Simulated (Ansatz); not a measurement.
# Relativity in LiF

```yaml
crystal:
  lattice:
    - [0.00000, 2.18257, 2.18257]
    - [2.18257, 0.00000, 2.18257]
    - [2.18257, 2.18257, 0.00000]
  atoms:
    - { symbol: Li, position: [0.00000, 0.00000, 0.00000] }
    - { symbol: F, position: [0.25000, 0.25000, 0.25000] }
```

Atom numbers follow the list: Li1, F2.

The structure comes from a relaxation in the same program, started in the zincblende type, and has space group F-43m. Whether it is a known phase or the ground state wasn't checked.

One fixed cell is solved with PBE by full-potential LAPW in Ansatz 0.2.0 under different relativistic treatments. Pressure is positive in compression.

Settings: a Γ-centred 16×16×16 k mesh, Fermi–Dirac smearing of 0.03 eV, basis error target 0.5 meV/atom, no spin polarisation.

| setting | P (GPa) | gap over the k mesh and a high-symmetry path (eV) | lowest level at Γ above −25 eV, from the valence-band top or, without a gap, the Fermi level (eV) |
| --- | --- | --- | --- |
| scalar-relativistic | -0.06 | 7.64 | -19.25 |
| non-relativistic | -0.05 | 7.67 | -19.17 |
